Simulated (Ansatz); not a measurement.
# Rh (Fm-3m) in Ansatz: further runs

Runs on Rh. Level: r2SCAN. Tasks: single point, equation of state.

All numbers are computed with Ansatz 0.2.0; they aren't measurements. Logs are shortened: lines on timing, memory, paths and dates and some standing lists are left out, and cuts for length are marked.

**The experiment to reproduce.**

“Thermal equation of state of rhodium characterized by XRD in a resistively heated diamond anvil cell”, 2024, pmc:11535440 quotes, for a bulk crystal of Rh: bulk modulus 264 ± 1 GPa.

How close the calculation comes is told below.

**1. Starting point**

Symmetry: Fm-3m, No. 225, cubic system. Conventional cell: a = 3.796 Å, b = 3.796 Å, c = 3.796 Å, α = 90.00°, β = 90.00°, γ = 90.00°. Rh (site symmetry m-3m) is surrounded by 12 Rh at 2.68 Å.

**2. Single point, r2SCAN, 12.85 Å³/atom (volume scaled by 0.94)**

File input.yaml:

```yaml
crystal:
  lattice:
    - [0.0, 1.8591074964, 1.8591074964]
    - [1.8591074964, 0.0, 1.8591074964]
    - [1.8591074964, 1.8591074964, 0.0]
  atoms:
    - { symbol: Rh, position: [0.0, 0.0, 0.0] }
hamiltonian:
  xc: r2scan
  pseudopotentials: { kind: paw }
kpoints:
  mp_grid: { grid: [12, 12, 12] }
scf:
  occupations: { method: fermi_dirac, width: 0.05 }
output:
  forces: true
  stress: true
  eigenvalues: true
```

Potentials or basis: Ansatz PAW.

Launch:

```console
$ ansatz run input.yaml --threads 2 --pin off --max-ram 5632MiB --backend cpu --events-out ev --progress --plain --runs-dir out
```

What it wrote:

```text
Warning: RAYON_NUM_THREADS=2 ignored (pool sized by the plan → 2); use --threads N
Engine: ansatz 0.2.0, aarch64-unknown-linux-gnu
Pseudopotentials: kind: paw
Pseudopotential: Rh, paw, valence charge 17, recommended cutoff 500 eV (meta_gga), Rh.paw.azcp
Functional definition: r2SCAN
  parameter k0 = 0.174
  parameter k1 = 0.065
  parameter a1 = 4.9479
  exchange = r2scan_x(k0 = k0, k1 = k1, a1 = a1)
  correlation = r2scan_c
Crystal: 1 atoms, lattice volume = 12.851 Å³
Basis set: ecut = 500 eV, 331 PW (Γ), exchange–correlation on 80×80×80 points (64 copies of the dense FFT grid, shifted against one another)
Bands: 13, of which v1, the nominal top of the filled ones, is band 9 counted from 1 (8 counted from 0)
Symmetry: 48 space group operations
Space group: Fm-3m (ITA 225), of the structure as read, at distance tolerance 2.3e-5 Å
k-points: 72 of 1728
Non-local potential: Rh, projectors of the file, l = 0: 3, l = 1: 2, l = 2: 2, l = 3: 1
PAW form: soft (Blöchl's): semilocal exchange-correlation on the pseudo side does not see the compensation charge
PAW frozen core: Rh, regenerated for the run's functional (the file was generated under x = pbe(κ = 0.804, μ = 0.2195149727645171), c = pbe(β = 0.06672455060314922))
PAW one-centre angular grid: Rh, 590 points (default); XC on 160 Gauss nodes
Initial density: superposition of atomic densities (neutral atoms: chi_scale 0, normalization atom), corrected by the library's trained network
Initial wavefunctions: pseudopotential atomic-orbital guess
Functional: x = r2scan, c = r2scan; τ floored in thin density (d = 2e-4 eV/Å³)
SCF iter   1: F=—  HF=-6415.210826 eV  |F-HF|=—  |Δ(HF+E_count)|=         —  Δρ=1.01e-2  dr2=3.33e-3  dr2_τ=1.25e-2  ethr=1.77e-3  ⟨swp⟩=5.6  Hψ=5335  notcnv=0
preconditioner: auto → none  [metal: Δε(μ)=0.099 eV  Ē_g=15.427 eV  σ=0.050 eV  W_gap=0.42  n_scr=0 (ndim 8)  ℏωp=31.1 eV  f_vac=0.000  D(μ)=0.84/eV (n_scr^D=14)]
SCF iter   2: F=—  HF=-6415.223966 eV  |F-HF|=—  |Δ(HF+E_count)|=   1.31e-2  Δρ=5.26e-3  dr2=1.24e-3  dr2_τ=1.35e-4  ethr=1.96e-5  ⟨swp⟩=2.0  Hψ=2162  notcnv=0
SCF iter   3: F=—  HF=-6415.224370 eV  |F-HF|=—  |Δ(HF+E_count)|=   4.04e-4  Δρ=2.45e-3  dr2=6.39e-4  dr2_τ=7.82e-5  ethr=7.32e-6  ⟨swp⟩=2.4  Hψ=1620  notcnv=0
SCF iter   4: F=—  HF=-6415.224170 eV  |F-HF|=—  |Δ(HF+E_count)|=   2.00e-4  Δρ=3.66e-4  dr2=1.12e-5  dr2_τ=2.77e-6  ethr=3.76e-6  ⟨swp⟩=2.4  Hψ=1382  notcnv=0
SCF iter   5: F=—  HF=-6415.224171 eV  |F-HF|=—  |Δ(HF+E_count)|=   4.90e-7  Δρ=7.05e-5  dr2=1.45e-7  dr2_τ=7.66e-8  ethr=6.59e-8  ⟨swp⟩=2.2  Hψ=1284  notcnv=0
SCF iter   6: F=-6415.224171 eV  HF=-6415.224171 eV  |F-HF|=2.08e-9  |Δ(HF+E_count)|=   4.88e-7  Δρ=9.50e-6  dr2=2.80e-9  dr2_τ=6.27e-9  ethr=5.88e-10  ⟨swp⟩=6.1  Hψ=4610  notcnv=0
SCF 1 converged in 6 iterations: F = -6415.224171 eV  dr2 = 2.80e-9
SCF converged after 6 iterations
Free energy (F): -6415.224171 eV
Harris-Foulkes:  -6415.224171 eV  (|F-HF|=2.08e-9)
Internal energy: -6415.216830 eV  (E = F + TS)
E sigma→0 (E₀):  -6415.220501 eV
Entropy (-TS):   -0.007341 eV (-7.341 meV/atom)
Fermi energy:    24.229755 eV
--- Per-component energies (eV) ---
  E_band       = -73.283598
  E_kinetic    = 575.644245
  E_local      = -1480.755363  (includes V_loc(G=0)·N_el)
  E_nonlocal   = 355.262312
  E_hartree    = 522.814754
  E_xc         = -217.812960
  E_vxc        = -315.627402  (∫ρ·V_xc dr)
  E_paw        = -3604.267644  (= ΣΔE_a)
  E_vpaw       = -274.766855  (= ΣTr[D̂ρ^β])
  E_aug_tail   = 0.000576  (compensation charges beyond the density's cutoff)
  E_vtau       = 21.328843  (kinetic-family band-sum trace: ∫τ·v_τ [+ j·A + Jᵃ·Aᵃ] dr)
  E_ewald      = -2565.732790
  E_core_change = -0.369959  (= ΣΔE_core)
  E_smearing   = -0.007341  (= −TS)
  E_closure    = -0.000000  (closes the sum)
  Σ components = -6415.224171   (vs F -6415.224171, Δ=0.00e0)
--- Forces (eV/Å), atoms counted from 1 ---
  atom   1  Rh    -0.00000000    -0.00000000    -0.00000000
  max |Σ_I F_I| component: 1.27e-31 eV/Å
--- Stress (GPa, compression-positive) ---
       21.612170       0.000000       0.000000
        0.000000      21.612170      -0.000000
       -0.000000       0.000000      21.612170
  P = ⅓ Tr σ = 21.6122 GPa (216.122 kbar)
--- Band table (eV; the first three rows and the last of 72) ---
  k-point 0: bands = ["-57.1825", "-23.7135", "-23.7135", "-23.7135", "15.5470", "20.6790", "20.6790", "20.6790", "23.0158", "23.0158", "40.5956", "46.5991", "46.5991"]
  k-point 1: bands = ["-57.1716", "-23.7814", "-23.7225", "-23.7225", "15.8547", "20.5416", "20.8001", "20.8001", "22.9493", "22.9493", "41.0540", "45.2524", "47.0626"]
  k-point 2: bands = ["-57.1417", "-23.9648", "-23.7469", "-23.7469", "16.6572", "20.3097", "21.0410", "21.0410", "22.8959", "22.8959", "42.1038", "42.8770", "48.3673"]
  k-point 71: bands = ["-56.9638", "-24.3537", "-24.3537", "-24.0801", "18.4432", "19.8713", "19.8713", "22.7662", "25.3761", "34.8758", "34.8758", "36.7553", "38.1570"]
```

Run time: 1 s. Hardware: 2 threads of Arm Neoverse V2, shared host; peak memory 0.29 GiB.

What came out:

| Quantity | Value |
| --- | --- |
| Free energy | -6415.2242 eV |
| Pressure | 21.6 GPa |
| Band gap on the k mesh | none (metal or under the smearing width) |

Caveat: the PAW data sets come from PBE, with cores solved anew for the run's functional, which leaves a small shift of forces and pressure.

**3. Single point, r2SCAN, 13.12 Å³/atom (volume scaled by 0.96)**

Changes to input.yaml since step 2:

```diff
@@ -2,5 +2,5 @@
   lattice:
-    - [0.0, 1.8591074964, 1.8591074964]
-    - [1.8591074964, 0.0, 1.8591074964]
-    - [1.8591074964, 1.8591074964, 0.0]
+    - [0.0, 1.8722002341, 1.8722002341]
+    - [1.8722002341, 0.0, 1.8722002341]
+    - [1.8722002341, 1.8722002341, 0.0]
   atoms:
```

Potentials or basis: Ansatz PAW.

Launch:

```console
$ ansatz run input.yaml --threads 2 --pin off --max-ram 5632MiB --backend cpu --events-out ev --progress --plain --runs-dir out
```

Run time: 0.99 s. Hardware: 2 threads of Arm Neoverse V2, shared host; peak memory 0.29 GiB.

The run converged. Its results:

- Free energy: -6415.2543 eV
- Pressure: 13.8 GPa
- Band gap on the k mesh: none (metal or under the smearing width)

Caveat: the PAW data sets come from PBE, with cores solved anew for the run's functional, which leaves a small shift of forces and pressure.

**4. Single point, r2SCAN, 13.40 Å³/atom (volume scaled by 0.98)**

Changes to input.yaml since step 3:

```diff
@@ -2,5 +2,5 @@
   lattice:
-    - [0.0, 1.8722002341, 1.8722002341]
-    - [1.8722002341, 0.0, 1.8722002341]
-    - [1.8722002341, 1.8722002341, 0.0]
+    - [0.0, 1.8851123679, 1.8851123679]
+    - [1.8851123679, 0.0, 1.8851123679]
+    - [1.8851123679, 1.8851123679, 0.0]
   atoms:
```

Launch:

```console
$ ansatz run input.yaml --threads 2 --pin off --max-ram 5632MiB --backend cpu --events-out ev --progress --plain --runs-dir out
```

Wall time 1 s (2 threads of Arm Neoverse V2, shared host); peak memory 0.29 GiB.

Results (log left out):

```
Free energy            : -6415.2718 eV
Pressure               : 6.9 GPa
Band gap on the k mesh : none (metal or under the smearing width)
```

Caveat: the PAW data sets come from PBE, with cores solved anew for the run's functional, which leaves a small shift of forces and pressure.

**5. Single point, r2SCAN, 13.67 Å³/atom**

Changes to input.yaml since step 4:

```diff
@@ -2,5 +2,5 @@
   lattice:
-    - [0.0, 1.8851123679, 1.8851123679]
-    - [1.8851123679, 0.0, 1.8851123679]
-    - [1.8851123679, 1.8851123679, 0.0]
+    - [0.0, 1.89785, 1.89785]
+    - [1.89785, 0.0, 1.89785]
+    - [1.89785, 1.89785, 0.0]
   atoms:
```

Launch:

```console
$ ansatz run input.yaml --threads 2 --pin off --max-ram 5632MiB --backend cpu --events-out ev --progress --plain --runs-dir out
```

It took 1 s on 2 threads of Arm Neoverse V2, shared host; peak memory 0.29 GiB.

Results (log left out):

```
Free energy            : -6415.2783 eV
Pressure               : 0.8 GPa
Band gap on the k mesh : none (metal or under the smearing width)
```

Caveat: the PAW data sets come from PBE, with cores solved anew for the run's functional, which leaves a small shift of forces and pressure.

**6. Single point, r2SCAN, 13.94 Å³/atom (volume scaled by 1.02)**

Changes to input.yaml since step 5:

```diff
@@ -2,5 +2,5 @@
   lattice:
-    - [0.0, 1.89785, 1.89785]
-    - [1.89785, 0.0, 1.89785]
-    - [1.89785, 1.89785, 0.0]
+    - [0.0, 1.9104189093, 1.9104189093]
+    - [1.9104189093, 0.0, 1.9104189093]
+    - [1.9104189093, 1.9104189093, 0.0]
   atoms:
```

Potentials or basis: Ansatz PAW.

Launch:

```console
$ ansatz run input.yaml --threads 2 --pin off --max-ram 5632MiB --backend cpu --events-out ev --progress --plain --runs-dir out
```

It took 1.2 s on 2 threads of Arm Neoverse V2, shared host; peak memory 0.29 GiB.

The run converged. Its results:

```yaml
Free_energy: -6415.2750 eV
Pressure: -4.6 GPa
Band_gap_on_the_k_mesh: none (metal or under the smearing width)
```

Caveat: the PAW data sets come from PBE, with cores solved anew for the run's functional, which leaves a small shift of forces and pressure.

**7. Single point, r2SCAN, 14.22 Å³/atom (volume scaled by 1.04)**

Changes to input.yaml since step 6:

```diff
@@ -2,5 +2,5 @@
   lattice:
-    - [0.0, 1.9104189093, 1.9104189093]
-    - [1.9104189093, 0.0, 1.9104189093]
-    - [1.9104189093, 1.9104189093, 0.0]
+    - [0.0, 1.9228245745, 1.9228245745]
+    - [1.9228245745, 0.0, 1.9228245745]
+    - [1.9228245745, 1.9228245745, 0.0]
   atoms:
```

Launch:

```console
$ ansatz run input.yaml --threads 2 --pin off --max-ram 5632MiB --backend cpu --events-out ev --progress --plain --runs-dir out
```

Wall time 1.2 s (2 threads of Arm Neoverse V2, shared host); peak memory 0.29 GiB.

Results (log left out):

| Quantity | Value |
| --- | --- |
| Free energy | -6415.2630 eV |
| Pressure | -9.4 GPa |
| Band gap on the k mesh | none (metal or under the smearing width) |

Caveat: the PAW data sets come from PBE, with cores solved anew for the run's functional, which leaves a small shift of forces and pressure.

**8. Single point, r2SCAN, 14.49 Å³/atom (volume scaled by 1.06)**

File input.yaml:

```yaml
crystal:
  lattice:
    - [0.0, 1.935072195, 1.935072195]
    - [1.935072195, 0.0, 1.935072195]
    - [1.935072195, 1.935072195, 0.0]
  atoms:
    - { symbol: Rh, position: [0.0, 0.0, 0.0] }
hamiltonian:
  xc: r2scan
  pseudopotentials: { kind: paw }
kpoints:
  mp_grid: { grid: [12, 12, 12] }
scf:
  occupations: { method: fermi_dirac, width: 0.05 }
output:
  forces: true
  stress: true
  eigenvalues: true
  write_density: true
  write_potential: true
  elf: true
  volumetric_format: npy
```

Launch:

```console
$ ansatz run input.yaml --threads 2 --pin off --max-ram 5632MiB --backend cpu --events-out ev --progress --plain --runs-dir out
```

It took 1.5 s on 2 threads of Arm Neoverse V2, shared host; peak memory 0.3 GiB.

The run converged. Its results:

| Property | Result |
| --- | --- |
| Free energy | -6415.2434 eV |
| Pressure | -13.5 GPa |
| Band gap on the k mesh | none (metal or under the smearing width) |

Caveat: the PAW data sets come from PBE, with cores solved anew for the run's functional, which leaves a small shift of forces and pressure.

**9. Equation of state, r2SCAN**

Potentials or basis: Ansatz PAW.

No new run: the results of the series are fitted here.

Results:

- Equilibrium volume: 13.71 Å³/atom
- Bulk modulus: 282 GPa
- Pressure derivative of the bulk modulus: 5.2

Energy against volume, from the lowest point:
| volume (Å³/atom) | energy (meV/atom) |
| --- | --- |
| 12.851 | 54.12 |
| 13.125 | 24.03 |
| 13.398 | 6.47 |
| 13.671 | 0.00 |
| 13.945 | 3.33 |
| 14.218 | 15.32 |
| 14.492 | 34.94 |

Caveat: the PAW data sets were made with another functional, which shifts forces and pressure a little.

**10. How close it comes**

Step 9. Against the measured bulk modulus of Rh, 264 GPa (quoted in “Thermal equation of state of rhodium characterized by XRD in a resistively heated diamond anvil cell”, 2024, pmc:11535440), the calculated 282 GPa is off by +7.0 %. The fit is for a static lattice scaled at fixed shape and fixed fractional positions.
